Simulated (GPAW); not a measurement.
Here is a GPAW 26.7.0 calculation.

run.py

```python
from ase import Atoms
from ase.dft.bandgap import bandgap
from ase.io import write
from ase.units import GPa
from gpaw import GPAW, PW

atoms = Atoms(['N', 'B'],
              cell=[[1.2511217832, 0.7223354983, 3.3729344033],
                    [-1.2511217832, 0.7223354983, 3.3729344033],
                    [0.0, -1.4446709966, 3.3729344033]],
              scaled_positions=[[0.6672382, 0.6672382, 0.6672382],
                                [0.0003288, 0.0003288, 0.0003288]],
              pbc=True)

calc = GPAW(mode=PW(600),
            xc='LDA',
            kpts={'size': (10, 10, 10), 'gamma': True},
            occupations={'name': 'fermi-dirac', 'width': 0.05},
            nbands=11,
            maxiter=120,
            txt='gpaw.txt')
atoms.calc = calc
energy = atoms.get_potential_energy()
forces = atoms.get_forces()
stress = atoms.get_stress()
calc.write('gs.gpw')
write('result.traj', atoms)
print(f'Energy: {energy:.6f} eV')
print('Forces (eV/A):')
print(forces.round(4))
print('Stress (GPa):', (stress / GPa).round(3))
print('Fermi level:', round(calc.get_fermi_level(), 4), 'eV')
print(f'Gap: {bandgap(calc)[0]:.4f} eV, direct: {bandgap(calc, direct=True)[0]:.4f} eV')
```

Potentials or basis: the program's PAW data sets (release 1.2.1) made for this functional, pw.

The run is started by

```console
$ OMP_NUM_THREADS=1 python run.py
```

**Question.** What does it give for the pressure?

**Answer.** -12.8 GPa.

**Question.** Estimate the band gap on the k mesh.

**Answer.** 4.06 eV, indirect (least direct gap 4.75 eV).

Forces in eV/Å, atoms in the order of the input:
```
N    0.000  0.000 -0.003
B    0.000  0.000  0.003
```

Caveat: the cutoff is short for stress and forces, so pressures can be off by a GPa or more; the program warned that so skewed a cell can give wrong results. A k mesh can miss the band edges.
